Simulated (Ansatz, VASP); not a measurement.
This is a calculation of Rh for VASP 6.6.1.

The input INCAR:

```
SYSTEM = Rh
PREC = Accurate ; ENCUT = 520
EDIFF = 1E-6 ; ISMEAR = -1
SIGMA = 0.05 ; LREAL = .False.
LASPH = .True. ; NELM = 60
ALGO = Normal ; ISIF = 2
LWAVE = .False. ; LCHARG = .False.
GGA = PE ; NBANDS = 22
```

The input KPOINTS:

```
Automatic mesh
0
Gamma
  11 11 6
  0 0 0
```

Contents of POSCAR:

```
Rh
1.0
    2.7669170982      0.0000000000      0.0000000000
   -1.3834585491      2.3962204973      0.0000000000
    0.0000000000      0.0000000000      4.4867652751
Rh
2
Direct
    0.3333333333      0.6666666667      0.2500000000
    0.6666666667      0.3333333333      0.7500000000
```

Potentials or basis: VASP PAW PBE potentials, release 64 (Rh_pv).

The run is started by

```console
$ cat potpaw_PBE.64/Rh_pv/POTCAR > POTCAR
$ mpirun -np 1 vasp_std > vasp.out
```

Task: Set up the same calculation for Ansatz 0.2.0. Potentials there: Ansatz PAW soft_1.

Result: As run (the cutoff follows the program's own potentials):

Contents of input.yaml:

```yaml
crystal:
  lattice:
    - [2.7669170982, 0.0, 0.0]
    - [-1.3834585491, 2.3962204973, 0.0]
    - [0.0, 0.0, 4.4867652751]
  atoms:
    - { symbol: Rh, position: [0.3333333333, 0.6666666667, 0.25] }
    - { symbol: Rh, position: [0.6666666667, 0.3333333333, 0.75] }
hamiltonian:
  xc: pbe
  pseudopotentials: { kind: paw, azcp: { folder: soft_1 } }
kpoints:
  mp_grid: { grid: [11, 11, 6] }
scf:
  occupations: { method: fermi_dirac, width: 0.05 }
output:
  forces: true
  stress: true
  eigenvalues: true
```

Potentials or basis: Ansatz PAW soft_1.

Command:

```bash
$ ansatz run input.yaml --threads 1 --pin off --max-ram 3584MiB --backend cpu --events-out ev --progress --plain --runs-dir out
```

Both were run:

|  | VASP | Ansatz | Ansatz less VASP |
| --- | --- | --- | --- |
| gap on the k mesh at the Fermi level (eV) | none | none | - |
| pressure (GPa) | -11.8 | -11.8 | 0.00 |
| largest component of the traceless stress (GPa) | 0.92 | 0.93 | +0.011 |

A gap of «none» marks a metal or a gap that the smearing closes. The functional is the same, so the differences come from potentials, cutoffs and numerics. The two sets of potentials don't hold the same shells in valence.
